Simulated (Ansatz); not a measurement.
# What DFT gives for I

```xyz
1
Lattice="0.0000 2.8658 2.8658 2.8658 0.0000 2.8658 2.8658 2.8658 0.0000" Properties=species:S:1:pos:R:3 pbc="T T T"
I     0.0000    0.0000    0.0000
```

Level: PBEsol, no spin polarisation; 420 eV; 10×10×10 Γ-centred mesh; methfessel-paxton occupations (width 0.2854 eV); Ansatz 0.2.0, fixed geometry.

Question: What does the stress say?

Answer: The pressure is -4.4 GPa (compression positive), so with the atoms held at these fractions the cell would first shrink.

Question: Metal or insulator?

Answer: It is a metal, with about 2.9 states/eV a cell as the mean within 0.25 eV of the Fermi level, mostly I p (100 %).

Question: Describe some of the short contacts.

Answer: I–I at 4.05 Å: least valence density 0.05 e/Å³ and ELF 0.08 there. These are pseudo-fields; inside the PAW spheres they differ from the all-electron ones.

Origin: a known structure type with other elements, at an estimated volume, so it need not be a known compound. Caveats: many states at the Fermi level without spin polarisation, so a magnetic state may lie lower; wide smearing.
